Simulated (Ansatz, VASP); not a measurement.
## PtSe2 (Sudovikovite) in VASP and in Ansatz

INCAR

```
SYSTEM = PtSe2
ALGO     = Normal         ! electronic algorithm
EDIFF    = 1E-6           ! SCF threshold, eV
ENCUT    = 520            ! plane-wave cutoff, eV
GGA      = CA             ! functional
ISIF     = 2              ! what is computed and relaxed
ISMEAR   = -1             ! smearing method
LASPH    = .True.         ! aspherical terms in the spheres
LCHARG   = .True.         ! write CHGCAR
LELF     = .True.         ! ELF
LREAL    = .False.        ! projectors in reciprocal space
LVHAR    = .True.       
LWAVE    = .False.        ! write WAVECAR
NBANDS   = 18             ! bands
NELM     = 100            ! most SCF steps
PREC     = Accurate       ! precision mode
SIGMA    = 0.05           ! smearing width, eV
```

KPOINTS

```
k-points
0
Gamma
  8 8 5
  0 0 0
```

The input POSCAR:

```
PtSe2
1.0
    3.7486629704      0.0000000000      0.0000000000
   -1.8743314852      3.2464373626      0.0000000000
    0.0000000000      0.0000000000      5.0955241558
Pt Se
1 2
Direct
    0.0000000000      0.0000000000      0.0000000000
    0.6666666667      0.3333333333      0.7500000000
    0.3333333333      0.6666666667      0.2500000000
```

File input.yaml:

```yaml
crystal:
  lattice:
    - [3.7486629704, 0.0, 0.0]
    - [-1.8743314852, 3.2464373626, 0.0]
    - [0.0, 0.0, 5.0955241558]
  atoms:
    - { symbol: Pt, position: [0.0, 0.0, 0.0] }
    - { symbol: Se, position: [0.6666666667, 0.3333333333, 0.75] }
    - { symbol: Se, position: [0.3333333333, 0.6666666667, 0.25] }
hamiltonian:
  xc: lda
  pseudopotentials: { kind: paw, xc_functional: lda, accuracy: standard }
kpoints:
  mp_grid: { grid: [8, 8, 5] }
scf:
  occupations: { method: fermi_dirac, width: 0.05 }
output:
  forces: true
  stress: true
  eigenvalues: true
```

Alike in both runs: task single point; functional LDA; k mesh 8 × 8 × 5; occupations fermi-dirac, width 0.05 eV; no spin polarisation.

```csv
,VASP,Ansatz
version,VASP 6.6.1,Ansatz 0.2.0
potentials or method,"VASP PAW LDA potentials, release 64 (Pt, Se)",JTH PAW LDA
plane-wave cutoff (eV),520,750
valence electrons in the cell,22,22
```

Ansatz gave:

| Property | Result |
| --- | --- |
| gap on the k mesh at the Fermi level (eV) | none |
| pressure (GPa) | -2.7 |
| largest component of the traceless stress (GPa) | 0.13 |
| rms of the force components (eV/Å) | 0.005 |

Question: What did VASP give for the same quantities?

Answer: gap on the k mesh at the Fermi level (eV): none; pressure (GPa): -2.6; largest component of the traceless stress (GPa): 0.16; rms of the force components (eV/Å): 0.003.

Atom by atom the forces differ by 0.002 eV/Å (rms over components). A gap of «none» marks a metal or a gap that the smearing closes.

The runs have no spin-orbit coupling, so splittings on Pt are missing.
